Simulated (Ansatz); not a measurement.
Mo: pressure against volume

Mo, Im-3m, a = 3.160 Å. Ansatz: PBE, PAW, 420 eV, Γ-centred 18×18×18 mesh on 1 atom, Gaussian smearing 0.10 eV; no spin polarisation. Symmetry fixes shape and atoms, so the cell is only scaled; pressure is positive in compression.

| V (Å³/atom) | P (GPa) |
| --- | --- |
| 13.890 | ? |
| 14.363 | 30.06 |
| 14.837 | 18.38 |
| 15.310 | 8.45 |
| 15.784 | 0.00 |
| 16.257 | -7.20 |
| 16.731 | -13.33 |
| 17.362 | -20.13 |

Task: Take V0 = 15.784 Å³/atom, fit the third-order Birch–Murnaghan form to the other rows, and predict the missing pressure.

Result: With the Eulerian strain f = ½[(V0/V)^(2/3) − 1] and y = P/[3f(1 + 2f)^(5/2)], the form is the line y = B0 + 1.5 B0 (B0′ − 4) f. Rows (f, y): 0.03246, 263.8; 0.02106, 262.4; 0.01027, 260.7; -0.00975, 258.6; -0.01905, 257.0; -0.03077, 255.6. Means f = 0.0007033, y = 259.68; Σ(Δf)² = 0.003004, ΣΔfΔy = 0.3886; the slope is their ratio. y = 259.6 + 129.3 f GPa, so B0 = 259.6 GPa and B0′ = 4 + 2 × (129.3)/(3 × 259.6) = 4.33. At V = 13.890, f = 0.04448, y = 265.35 and P = 43.82 GPa. The run gave 43.75 GPa, so the fit is 0.07 GPa too high, a small miss on the scale of the series.